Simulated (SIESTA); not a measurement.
Crystal: As.

```
CELL_PARAMETERS angstrom
1.88080 1.08588 3.51406
-1.88080 1.08588 3.51406
0.00000 -2.17176 3.51406
ATOMIC_POSITIONS crystal
As 0.22600 0.22600 0.22600
As 0.77400 0.77400 0.77400
```

Base run:

| Quantity | Value |
| --- | --- |
| Program | SIESTA 5.4.2 |
| Functional | revPBE |
| Potentials or basis | PseudoDojo 0.4 standard (PBE files) |
| Basis | DZP (energy shift 0.003 Ry; two zetas on semicore shells) |
| Grid cutoff | 500 Ry |
| Energy shift | 0.003 Ry |
| k mesh | 9 × 9 × 9 |
| Occupations | fermi-dirac, width 0.05 eV |
| Spin | no spin polarisation |

Its results: band gap on the k mesh none (metal or under the smearing width); pressure 7.6 GPa; largest force 0.924 eV/Å.

Task: The run is repeated on the same cell with these changes: functional from revPBE to PBE. What comes out?

Result: Band gap on the k mesh none (metal or under the smearing width); pressure 6.0 GPa; largest force 0.877 eV/Å.

PBE binds more tightly than revPBE, so the same cell stands under less pressure.

Caveats: the basis of atomic orbitals isn't converged, which shifts pressures, moduli and gaps; the potentials were made for another functional, which shifts forces and pressure (some runs).
